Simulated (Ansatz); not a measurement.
**What strain does to MgI2 (CdCl2 type)**

MgI2 in the CdCl2 structure, relaxed with r2SCAN+rVV10 in Ansatz 0.2.0. It is trigonal, R-3m (No. 166); conventional cell a = 4.157 Å, c = 20.677 Å, 34.39 Å³ an atom. Mg is surrounded by 6 I at 2.92 Å; I is surrounded by 3 Mg at 2.92 Å.

The axes x, y and z are those of this cell:
```
Mg I
1.0
     2.07868    1.20013    6.89234
    -2.07868    1.20013    6.89234
     0.00000   -2.40025    6.89234
Mg I
1 2
Direct
  0.00000 0.00000 0.00000
  0.25269 0.25269 0.25269
  0.74731 0.74731 0.74731
```

Unstrained: With PBE the valence top lies at Γ and the conduction bottom at F, 3.268 eV higher; the smallest vertical gap, at F, is 3.678 eV. With r2SCAN the valence top lies at Γ and the conduction bottom at F, 3.846 eV higher; the smallest vertical gap, at F, is 4.273 eV. Meshes: PBE 8×8×8, r2SCAN 8×8×8. Strains are changes of length per length. After each strain the atoms were relaxed again with r2SCAN+rVV10 within the symmetry that the strain leaves, so tilts or polar shifts that break it weren't tested; points keep the names that they have in the unstrained zone. No spin polarisation. The prototype was imposed, so other structures may be more stable.

Changes of the least gap in eV (an overlap counts as a negative gap):

| strain | volume change (%) | space group | PBE | r2SCAN |
| --- | --- | --- | --- | --- |
| uniaxial -2.93 % along x | -2.9 | C2/m | -0.122 | -0.125 |

Uniaxial -2.93 % along x, other directions held. r2SCAN: the gap goes from 3.846 to 3.721 eV (-0.125 eV). Stress change with PBE, compression positive: xx +1.59, yy +0.46, zz +0.28, yz -0.02 GPa.

Spin-orbit coupling is left out, which matters wherever the heavy atoms make up the band edges.
